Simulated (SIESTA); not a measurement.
Pb:

```
CELL_PARAMETERS angstrom
-1.97966 1.97966 1.97966
1.97966 -1.97966 1.97966
1.97966 1.97966 -1.97966
ATOMIC_POSITIONS crystal
Pb 0.00000 0.00000 0.00000
```

This isn't the form of Pb at room conditions, which is fcc.

Base run:

| Quantity | Value |
| --- | --- |
| Program | SIESTA 5.4.2 |
| Functional | PBE |
| Potentials or basis | PseudoDojo 0.4 standard (PBE files) |
| Basis | DZP (energy shift 0.003 Ry; two zetas on semicore shells) |
| Grid cutoff | 500 Ry |
| Energy shift | 0.003 Ry |
| k mesh | 9 × 9 × 9 |
| Occupations | fermi-dirac, width 0.05 eV |
| Spin | no spin polarisation |

Its results: band gap on the k mesh none (metal or under the smearing width); pressure 1.1 GPa.

**Question.** The run is repeated on the same cell with these changes: functional from PBE to PBEsol; potentials or basis from PseudoDojo 0.4 standard (PBE files) to PseudoDojo 0.4 standard (PBEsol files). What comes out?

**Answer.** Band gap on the k mesh none (metal or under the smearing width); pressure -1.6 GPa.

Caveats: the basis of atomic orbitals isn't converged, which shifts pressures, moduli and gaps; spin-orbit coupling is left out, which moves the levels of the heavy elements (some runs).
